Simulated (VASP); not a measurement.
Runs of VASP 6.6.1 on PbS (Galena). The structure is cubic, space group Fm-3m (No. 225). Conventional cell: a = 5.931 Å, b = 5.931 Å, c = 5.931 Å, α = 90.00°, β = 90.00°, γ = 90.00°. Pb (site symmetry m-3m) has 6 S at 2.97 Å as nearest neighbours. S (site symmetry m-3m) is surrounded by 6 Pb at 2.97 Å. 

| task | level | cell | cutoff (eV) | smearing | gap on the mesh (eV) | pressure (GPa) | relaxed volume (Å³/atom) |
| --- | --- | --- | --- | --- | --- | --- | --- |
| band structure | AM05 | as given | 520 | fermi-dirac 0.05 eV | 0.34 | - | - |
| relaxation of cell and atoms | AM05 | relaxed | 600 | fermi-dirac 0.05 eV | 0.31 | 0.1 | 25.93 |
| single point | PBE | as given | 520 | gaussian 0.03 eV | (b) | 2.2 | - |
| relaxation of cell and atoms | PW91 | relaxed | 600 | fermi-dirac 0.05 eV | 0.47 | 0.0 | (a) |
| Born charges and dielectric tensor | PBEsol | as given | 520 | fermi-dirac 0.05 eV | 0.26 | - | - |

Alike in all rows: potentials or basis VASP PAW PBE potentials, release 64 (Pb_d, S); no spin polarisation; k mesh 8 × 8 × 8.

Q: Fill in the values left out.

A: (a) 27.07; (b) 0.36.

Caveats: spin-orbit coupling is left out, which as a rule narrows the gap of such compounds by several tenths of an eV; the PAW data sets were made with another functional, which shifts forces and pressure a little (some runs); the gap is small at this level, which inflates the dielectric constant (some runs).

A k mesh can miss the band edges, and the runs leave out spin-orbit coupling on Pb.
